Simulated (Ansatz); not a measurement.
# Te: response to strain

Aim: deform Te (equal xx and yy strain of +3 %) and compute stress, forces and field gradients with LAPW, PAW and all-electron datasets made for the crystal.

Program: Ansatz 0.2.0. Level of theory: DFT LDA, scalar-relativistic. These are calculated values, not measurements.

### 1 The system as given

The structure is trigonal, space group P3_121 (No. 152). Conventional cell: a = 4.458 Å, b = 4.458 Å, c = 5.925 Å, α = 90.00°, β = 90.00°, γ = 120.00°. Te (site symmetry 2) is surrounded by 2 Te at 2.79 Å.

As a file:

```cif
data_structure
_symmetry_space_group_name_H-M 'P 1'
_symmetry_Int_Tables_number 1
_cell_length_a 4.4580
_cell_length_b 4.4580
_cell_length_c 5.9250
_cell_angle_alpha 90.000
_cell_angle_beta 90.000
_cell_angle_gamma 120.000
_cell_volume 101.98
loop_
_atom_site_label
_atom_site_type_symbol
_atom_site_fract_x
_atom_site_fract_y
_atom_site_fract_z
_atom_site_occupancy
Te1 Te 0.74500 0.00000 0.33333 1
Te2 Te 0.00000 0.74500 0.66667 1
Te3 Te 0.25500 0.25500 0.00000 1
```

Atoms are numbered in the order of the input: Te1, Te2, Te3.

### 2 The deformed structure

Space group P3_121 before, P3_121 after.

### 3 Full-potential LAPW

input.yaml reads:

```yaml
crystal:
  lattice:
    - [4.5917394425, 0.0, 0.0]
    - [-2.2958697213, 3.9765630047, 0.0]
    - [0.0, 0.0, 5.925]
  atoms:
    - { symbol: Te, position: [0.745, 0.0, 0.3333333333] }
    - { symbol: Te, position: [0.0, 0.745, 0.6666666667] }
    - { symbol: Te, position: [0.255, 0.255, 0.0] }
kpoints:
  mp_grid: { grid: [9, 9, 6] }
  band_path:
    path:
      - [0.0, 0.0, 0.0]
      - [0.5, 0.0, 0.0]
      - [0.3333333333, 0.3333333333, 0.0]
      - [0.0, 0.0, 0.0]
      - [0.0, 0.0, 0.5]
      - [0.5, 0.0, 0.5]
      - [0.3333333333, 0.3333333333, 0.5]
      - [0.0, 0.0, 0.5]
      - [0.5, 0.0, 0.5]
    npoints: 5
scf:
  occupations: { method: fermi_dirac, width: 0.08 }
hamiltonian:
  xc: lda
  pseudopotentials: { kind: all_electron, lapw: { basis_error: 0.0005 } }
output:
  forces: true
  stress: true
  eigenvalues: true
```

Launch:

```
$ ansatz run input.yaml --threads 1 --pin off --max-ram 6144MiB --backend cpu --events-out ev --progress --plain --runs-dir out
```

### 4 PAW on the default files

input.yaml reads:

```yaml
crystal:
  lattice:
    - [4.5917394425, 0.0, 0.0]
    - [-2.2958697213, 3.9765630047, 0.0]
    - [0.0, 0.0, 5.925]
  atoms:
    - { symbol: Te, position: [0.745, 0.0, 0.3333333333] }
    - { symbol: Te, position: [0.0, 0.745, 0.6666666667] }
    - { symbol: Te, position: [0.255, 0.255, 0.0] }
kpoints:
  mp_grid: { grid: [9, 9, 6] }
scf:
  occupations: { method: fermi_dirac, width: 0.08 }
hamiltonian:
  xc: lda
  pseudopotentials: { kind: paw }
output:
  forces: true
  stress: true
  eigenvalues: true
  efg: { contact_densities: true }
```

### 5 All-electron PAW on datasets made for the crystal

input.yaml, as its differences from that of step 4:

```diff
@@ -15,3 +15,3 @@
   xc: lda
-  pseudopotentials: { kind: paw }
+  pseudopotentials: { kind: all_electron, datasets: crystal }
 output:
```

(Steps that only read results are left out.)

What does the calculation give? Wanted: pressure; largest shear or deviatoric stress.

The runs gave:

| quantity | value |
| --- | --- |
| pressure | LAPW -2.45, PAW -2.47, crystal datasets -2.45 GPa |
| largest shear or deviatoric stress (LAPW) | 0.01 GPa |

The largest part of the stress beyond the pressure is 0.01 GPa in size, in the zz component; the atoms are carried along and not relaxed. No run of the undeformed cell stands beside it, so the pressure holds what the given cell had before the change. PAW: stress within 0.02 GPa of LAPW, forces within 1 meV/Å. Crystal datasets: stress within 0.01 GPa of LAPW, forces within 1 meV/Å. Spin-orbit coupling is left out, though the cell holds Te; in elements this heavy it can shift bands and gaps by tenths of an eV.
